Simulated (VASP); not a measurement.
TiS2, 3 atoms in the cell. It takes space group P-3m1 (No. 164, trigonal). Conventional cell: a = 3.412 Å, b = 3.412 Å, c = 5.695 Å, α = 90.00°, β = 90.00°, γ = 120.00°. Ti (site symmetry -3m) has 6 S at 2.43 Å as nearest neighbours. S (site symmetry 3m) has 3 Ti at 2.43 Å as nearest neighbours. 

```yaml
Program: VASP 6.6.1
Task: relaxation of cell and atoms
Functional: PBEsol
Potentials_or_basis: VASP PAW PBE potentials, release 64 (Ti_sv, S)
Cutoff: 600 eV
k_mesh: 12 × 12 × 7
Occupations: methfessel-paxton, width 0.1 eV
Spin: no spin polarisation
Further_INCAR_settings: ALGO = Normal; EDIFF = 1e-06; IBRION = 2; EDIFFG = -0.01; NSW = 90; ISIF = 3
```

Potentials or basis: VASP PAW PBE potentials, release 64 (Ti_sv, S).

Command:

```sh
$ cat potpaw_PBE.64/Ti_sv/POTCAR potpaw_PBE.64/S/POTCAR > POTCAR
$ mpirun -np 1 vasp_std > vasp.out
```

Hardware: 1 thread of Intel(R) Xeon(R) 6975P-C (Granite Rapids), with other jobs on the host.

Question: Estimate the wall time of this run.

Answer: It took 8.4 min on 1 thread of Intel(R) Xeon(R) 6975P-C (Granite Rapids), on a shared host, peak memory 0.28 GiB. Counts: scf iterations 129, k points 112, ion steps 18.
